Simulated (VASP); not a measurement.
# GeSe (Pnma) in VASP: notebook, part 4 of 4

VASP 6.6.1.

## Step 7: G0W0 quasiparticle levels, PBE

POSCAR

```
GeSe                                    
1.0
   10.9657105292      0.0000000000      0.0000000000
    0.0000000000      3.8828258027      0.0000000000
    0.0000000000     -0.0000000000      4.4200214517
  Ge              Se            
     4     4
Direct
     0.1233900402920299    0.7500000000000000    0.8874820848245584
     0.6233900402920298    0.7500000000000000    0.6125179151754416
     0.3766099597079701    0.2500000000000000    0.3874820848245584
     0.8766099597079702    0.2500000000000000    0.1125179151754416
     0.8548888457788594    0.7500000000000000    0.5018714585478921
     0.3548888457788590    0.7500000000000000    0.9981285414521079
     0.6451111542211406    0.2500000000000000    0.0018714585478920
     0.1451111542211407    0.2500000000000000    0.4981285414521079
```

INCAR.step1

```
SYSTEM = GeSe
ALGO = Normal ; EDIFF = 1E-8
ENCUT = 500 ; GGA = PE
ISMEAR = 0 ; LASPH = .True.
LCHARG = .False. ; LREAL = .False.
LWAVE = .True. ; NELM = 80
PREC = Accurate ; SIGMA = 0.01
```

INCAR.step2

```
SYSTEM = GeSe
ALGO = Exact ; EDIFF = 1E-8
ENCUT = 500 ; GGA = PE
ISMEAR = 0 ; ISTART = 1
LASPH = .True. ; LCHARG = .False.
LOPTICS = .True. ; LREAL = .False.
LWAVE = .True. ; NBANDS = 717
NELM = 1 ; PREC = Accurate
SIGMA = 0.01
```

INCAR.step3

```
SYSTEM = GeSe
ALGO = EVGW0 ; EDIFF = 1E-8
ENCUT = 500 ; ENCUTGW = 150
GGA = PE ; ISMEAR = 0
ISTART = 1 ; LASPH = .True.
LCHARG = .False. ; LREAL = .False.
LWAVE = .False. ; NBANDS = 720
NBANDSGW = 48 ; NELMGW = 1
NOMEGA = 48 ; PREC = Accurate
PRECFOCK = Fast ; SIGMA = 0.01
```

KPOINTS

```
k-points
0
Gamma
  1 4 4
  0 0 0
```

Potentials or basis: VASP PAW PBE potentials, release 64 (Ge_d_GW, Se_GW).

The run is started by

```console
> cat potpaw_PBE.64/Ge_d_GW/POTCAR potpaw_PBE.64/Se_GW/POTCAR > POTCAR
> cp INCAR.step1 INCAR
> mpirun -np 4 vasp_std > vasp.out
> cp INCAR.step2 INCAR
> mpirun -np 4 vasp_std > vasp.out
> cp INCAR.step3 INCAR
> mpirun -np 4 vasp_std > vasp.out
```

OUTCAR:

```text
SYSTEM = GeSe
   EDIFF = 1E-8
   ENCUT = 500
   ENCUTGW = 150
   GGA = PE
   ISMEAR = 0
   ISTART = 1
   LASPH = .True.
   LREAL = .False.
   NELMGW = 1
   PREC = Accurate
   PRECFOCK = Fast

 ion  position               nearest neighbor table
   1  0.123  0.750  0.887-   6 2.59   8 2.61   8 2.61
   2  0.623  0.750  0.613-   5 2.59   7 2.61   7 2.61
   3  0.377  0.250  0.387-   8 2.59   6 2.61   6 2.61
   4  0.877  0.250  0.113-   7 2.59   5 2.61   5 2.61
   5  0.855  0.750  0.502-   2 2.59   4 2.61   4 2.61
   6  0.355  0.750  0.998-   1 2.59   3 2.61   3 2.61
   7  0.645  0.250  0.002-   4 2.59   2 2.61   2 2.61
   8  0.145  0.250  0.498-   3 2.59   1 2.61   1 2.61

  LATTYP: Found a simple orthorhombic cell.
 ALAT       =     3.8828258027
 B/A-ratio  =     1.1383517253
 C/A-ratio  =     2.8241572212

  Lattice vectors:

 A1 = (   0.0000000000,   3.8828258027,   0.0000000000)
 A2 = (   0.0000000000,   0.0000000000,   4.4200214517)
 A3 = (  10.9657105292,   0.0000000000,   0.0000000000)

Analysis of symmetry for initial positions (statically):
=====================================================================
 Subroutine PRICEL returns:
 Original cell was already a primitive cell.

 Routine SETGRP: Setting up the symmetry group for a
 simple orthorhombic supercell.

 Subroutine GETGRP returns: Found  8 space group operations
 (whereof  2 operations were pure point group operations)
 out of a pool of  8 trial point group operations.

The static configuration has the point symmetry S_2 .
 The point group associated with its full space group is D_2h.

Analysis of symmetry for dynamics (positions and initial velocities):
=====================================================================
 Subroutine PRICEL returns:
 Original cell was already a primitive cell.

 Routine SETGRP: Setting up the symmetry group for a
 simple orthorhombic supercell.

 Subroutine GETGRP returns: Found  8 space group operations
 (whereof  2 operations were pure point group operations)
 out of a pool of  8 trial point group operations.

The dynamic configuration has the point symmetry S_2 .
 The point group associated with its full space group is D_2h.

 Subroutine INISYM returns: Found  8 space group operations
 (whereof  2 operations are pure point group operations),
 and found     1 'primitive' translations

----------------------------------------------------------------------------------------

                                     Primitive cell

  volume of cell :     188.1954

  direct lattice vectors                    reciprocal lattice vectors
    10.965710529  0.000000000  0.000000000     0.091193361  0.000000000  0.000000000
     0.000000000  3.882825803  0.000000000     0.000000000  0.257544389  0.000000000
     0.000000000  0.000000000  4.420021452     0.000000000  0.000000000  0.226243246

  length of vectors
    10.965710529  3.882825803  4.420021452     0.091193361  0.257544389  0.226243246

  position of ions in fractional coordinates (direct lattice)
     0.123390040  0.750000000  0.887482085
     0.623390040  0.750000000  0.612517915
     0.376609960  0.250000000  0.387482085
     0.876609960  0.250000000  0.112517915
     0.854888846  0.750000000  0.501871459
     0.354888846  0.750000000  0.998128541
     0.645111154  0.250000000  0.001871459
     0.145111154  0.250000000  0.498128541

  ion indices of the primitive-cell ions
   primitive index   ion index
                 1           1
                 2           2
                 3           3
                 4           4
                 5           5
                 6           6
                 7           7
                 8           8

----------------------------------------------------------------------------------------

 KPOINTS: k-points

Automatic generation of k-mesh.
 Grid dimensions read from file:
 generate k-points for:    1    4    4

 Generating k-lattice:

  Cartesian coordinates                     Fractional coordinates (reciprocal lattice)
     0.091193361  0.000000000  0.000000000     1.000000000  0.000000000  0.000000000
     0.000000000  0.064386097  0.000000000     0.000000000  0.250000000  0.000000000
     0.000000000  0.000000000  0.056560811     0.000000000  0.000000000  0.250000000

  Length of vectors
     0.091193361  0.064386097  0.056560811

  Shift w.r.t. Gamma in fractional coordinates (k-lattice)
     0.000000000  0.000000000  0.000000000

 Subroutine IBZKPT returns following result:
 ===========================================

 Found      9 irreducible k-points:

 Following reciprocal coordinates:
            Coordinates               Weight
  0.000000  0.000000  0.000000      1.000000
  0.000000  0.250000  0.000000      2.000000
  0.000000  0.500000  0.000000      1.000000
  0.000000  0.000000  0.250000      2.000000
  0.000000  0.250000  0.250000      4.000000
  0.000000  0.500000  0.250000      2.000000
  0.000000  0.000000  0.500000      1.000000
  0.000000  0.250000  0.500000      2.000000
  0.000000  0.500000  0.500000      1.000000
   k-points           NKPTS =      9   k-points in BZ     NKDIM =     16   number of bands    NBANDS=    720
   number of dos      NEDOS =    301   number of ions     NIONS =      8
   total plane-waves  NPLWV =  71680
   dimension x,y,z NGX =    80 NGY =   28 NGZ =   32
   dimension x,y,z NGXF=   160 NGYF=   56 NGZF=   64
   ions per type =               4   4
   NGX,Y,Z   is equivalent  to a cutoff of  12.13, 11.99, 12.04 a.u.
   NGXF,Y,Z  is equivalent  to a cutoff of  24.26, 23.98, 24.07 a.u.
 SYSTEM =  GeSe
   PREC   = accura    normal or accurate (medium, high low for compatibility)
   ISTART =      1    job   : 0-new  1-cont  2-samecut
   ICHARG =      0    charge: 1-file 2-atom 10-const
   ISPIN  =      1    spin polarized calculation?
   LNONCOLLINEAR =      F non collinear calculations
   LSORBIT =      F    spin-orbit coupling
   LASPH  =      T    aspherical Exc in radial PAW
   ENCUT  =  500.0 eV  36.75 Ry    6.06 a.u.  19.99  7.08  8.06*2*pi/ulx,y,z
   NELM   =     60;   NELMIN=  2; NELMDL=  0     # of ELM steps
   EDIFF  = 0.1E-07   stopping-criterion for ELM
   LREAL  =      F    real-space projection
   EDIFFG = 0.1E-06   stopping-criterion for IOM
   NSW    =      0    number of steps for IOM
   IBRION =     -1    ionic relax: 0-MD 1-quasi-New 2-CG
   NFREE  =      0    steps in history (QN), initial steepest desc. (CG)
   ISIF   =      0    stress and relaxation
   ISYM   =      3    0-nonsym 1-usesym 2-fastsym
   POTIM  = 0.5000    time-step for ionic-motion
   TEBEG  =    0.0;   TEEND  =   0.0 temperature during run
   PSTRESS=    0.0 pullay stress
   NELECT =      80.0000    total number of electrons
   NUPDOWN=      -1.0000    fix difference up-down
   EMIN   =  10.00;   EMAX   =-10.00  energy-range for DOS
   EFERMI =   0.00;   METHOD = LEGACY
   ISMEAR =     0;   SIGMA  =   0.01  broadening in eV -4-tet -1-fermi 0-gaus
   EFERMI_NEDOS =   21; number of points for ismear=-14 and -15
   IALGO  =     38    algorithm
   IMIX   =      4    mixing-type and parameters
     AMIX     =   0.40;   BMIX     =  1.00
     AMIX_MAG =   1.60;   BMIX_MAG =  1.00
  volume/ion in A,a.u.               =      23.52       158.75
  Fermi-wavevector in a.u.,A,eV,Ry     =   1.230935  2.326130 20.615563  1.515201
  Thomas-Fermi vector in A             =   2.365764
   LORBIT       =      0    0 simple, 1 ext, 2 COOP (PROOUT), +10 PAW based schemes
   GGA     = PE    functional components
   LHFCALC =     T    Hartree Fock is set to
   PRECFOCK=fast      Normal, Fast or Accurate (Low or Medium for compatibility)
   ENCUT4O =  -1.0   cutoff for four orbital integrals eV
   NKREDX  =     1    reduce k-point grid by
   NKREDY  =     1    reduce k-point grid by
   NKREDZ  =     1    reduce k-point grid by
   AEXX    =    1.0000 exact exchange contribution
   HFSCREEN=    0.0000 screening length (either q_TF or 0.3 A-1)
   HFSCREENC=   0.0000 screening length for correlation (either q_TF or 0.3 A-1)
   ENCUTFOCK=  -1.0 apply spherical cutoff to Coloumb kernel
   IVDW    =     0    specifies the selected vdW correction
   LEPSILON=     F    determine dielectric tensor
   LRPA    =     F    only Hartree local field effects (RPA)
   LRPAFORCE           =     F    calculate RPA forces
   ENCUTGW             = 150.0    cutoff for response function in eV
   ENCUTGWSOFT         = 120.0    soft cutoff for Coulomb kernel in GW response function in eV
   ENCUTLF             =  -1.0    cutoff for local field effects
   NELMGW              =     1    number of iterations in solving QP/BSE equation
   NELMHF              =     1    number of iterations in the inner HF iteration
   NKREDLFX            =     1    NKREDLFY  =   1   NKREDLFZ  =   1
 non-spin polarized calculation
 Gauss-broadening in eV      SIGMA  =   0.01
  energy-cutoff  :      500.00
  volume of cell :      188.20
 maximum number of plane-waves:      4792
 NGX is ok and might be reduce to    80
  NGX = 48; NGY = 16; NGZ = 18
   NGX = 39   NGY = 15   NGZ = 17
 maximum number of plane-waves:       796
 NGX is ok and might be reduce to    42

 QP shifts <psi_nk| G(iteration)W_0 |psi_nk>: iteration 1
 for sc-GW calculations column KS-energies equals QP-energies in previous step
 and V_xc(KS)=  KS-energies - (<T + V_ion + V_H > + <T+V_H+V_ion>^1  + <V_x>^1)

 k-point   1 :       0.0000    0.0000    0.0000
  band No.  KS-energies  QP-energies   sigma(KS)   V_xc(KS)     V^pw_x(r,r')   Z            occupation Imag(sigma)

      1     -21.4832     -24.6080     -27.9193     -23.1009     -38.0858       0.6485       2.0000       0.3347
      2     -21.4809     -24.6105     -27.9286     -23.1073     -38.0893       0.6491       2.0000       0.3303
      3     -21.4771     -24.6493     -27.9517     -23.1190     -38.1152       0.6564       2.0000       0.3267
      4     -21.4771     -24.6493     -27.9517     -23.1190     -38.1152       0.6564       2.0000       0.3267
      5     -21.4771     -24.6493     -27.9517     -23.1190     -38.1152       0.6564       2.0000       0.3267
      6     -21.4771     -24.6493     -27.9517     -23.1190     -38.1152       0.6564       2.0000       0.3267
[... 40 lines left out ...]
     47       6.6554       6.7147     -10.9870     -11.0678      -6.3901       0.7338       0.0000      -0.1553
     48       7.3110       7.3962     -11.1251     -11.2416      -6.2112       0.7310       0.0000      -0.1898
[... 414 lines left out ...]
     47       8.1084       8.0795     -10.1997     -10.1614      -5.4503       0.7524       0.0000      -0.2050
     48       8.1084       8.0795     -10.1997     -10.1614      -5.4503       0.7524       0.0000      -0.2050
```

It took 20 min on 4 MPI ranks of Intel Xeon 6975P-C (Granite Rapids), shared host; peak memory 1.5 GiB.

What came out:

```
Band gap on the k mesh, mean-field level : 0.90 eV, direct
Quasiparticle gap                        : 1.32 eV
Least direct quasiparticle gap           : 1.32 eV
```

Caveat: the k mesh is coarse (spacing up to 0.57 Å⁻¹), so the values aren't converged; bands, screening cutoff and mesh are small and nothing is extrapolated, so the quasiparticle values aren't converged; an odd mesh through Γ misses points on the zone boundary, where band edges often lie.

## Step 8: Overview

```csv
task,level,potentials or basis,cell,k mesh,cutoff (eV),smearing,monkhorst-Pack mesh,by perturbation theory,GW scheme,GW iterations,cutoff of the response function,mesh quality,gap on the mesh (eV),pressure (GPa),largest force (eV/Å)
dielectric tensor,PBE+D3(BJ),"VASP PAW PBE potentials, release 64 (Ge_d, Se)","Pnma, 23.53 Å³/atom",4 × 10 × 8,600,gaussian 0.03 eV,yes,-,-,-,-,not flagged,-,-,-
phonons,rev-vdW-DF2,"VASP PAW PBE potentials, release 64 (Ge_d, Se)","Pnma, 23.45 Å³/atom",4 × 8 × 6,600,gaussian 0.03 eV,-,no,-,-,-,not flagged,-,-,-
dielectric tensor,PBE,"VASP PAW PBE potentials, release 64 (Ge_d, Se)","Pnma, 24.58 Å³/atom",4 × 10 × 8,600,gaussian 0.03 eV,yes,-,-,-,-,not flagged,-,-,-
band structure,PBE,"VASP PAW PBE potentials, release 64 (Ge_d, Se)","Pnma, 23.52 Å³/atom",4 × 8 × 6,520,gaussian 0.03 eV,-,-,-,-,-,not flagged,0.71,0.9,0.02
band structure,LDA,"VASP PAW LDA potentials, release 64 (Ge_d, Se)","Pnma, 23.52 Å³/atom",4 × 8 × 6,520,gaussian 0.03 eV,-,-,-,-,-,not flagged,0.65,-3.6,0.18
G0W0 quasiparticle levels,PBE,"VASP PAW PBE potentials, release 64 (Ge_d_GW, Se_GW)","Pnma, 23.52 Å³/atom",1 × 4 × 4,500,gaussian 0.01 eV,-,-,G0W0,1,150,coarse,-,-,-
```

Alike in all rows: no spin polarisation.

Caveats: some runs use coarse meshes; the PAW data sets were made with another functional, which shifts forces and pressure a little (some runs); bands, screening cutoff and mesh are small and nothing is extrapolated, so the quasiparticle values aren't converged (some runs); an odd mesh through Γ misses points on the zone boundary, where band edges often lie (some runs).

Absolute energies hang on the potentials; compare differences alone.
